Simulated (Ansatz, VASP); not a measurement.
# Cs: VASP beside Ansatz

```xyz
1
Lattice="-3.0225 3.0225 3.0527 3.0225 -3.0225 3.0527 3.0225 3.0225 -3.0527" Properties=species:S:1:pos:R:3 pbc="T T T"
Cs    0.0000    0.0000    0.0000
```

Change from the starting cell: zz strain of +1 %.

Alike in both runs: task single point; functional LDA; k mesh 9 × 9 × 9; occupations fermi-dirac, width 0.05 eV; no spin polarisation.

|  | VASP | Ansatz |
| --- | --- | --- |
| version | VASP 6.6.1 | Ansatz 0.2.0 |
| potentials or method | VASP PAW LDA potentials, release 64 (Cs_sv), cutoff 520 eV | all-electron LAPW, scalar-relativistic |

```csv
,VASP,Ansatz,Ansatz less VASP
pressure (GPa),-0.3,-0.3,+0.01
```

Ansatz ran all-electron here, so the differences hold the error of VASP's frozen core and of both bases.

The runs have no spin-orbit coupling, so splittings on Cs are missing.
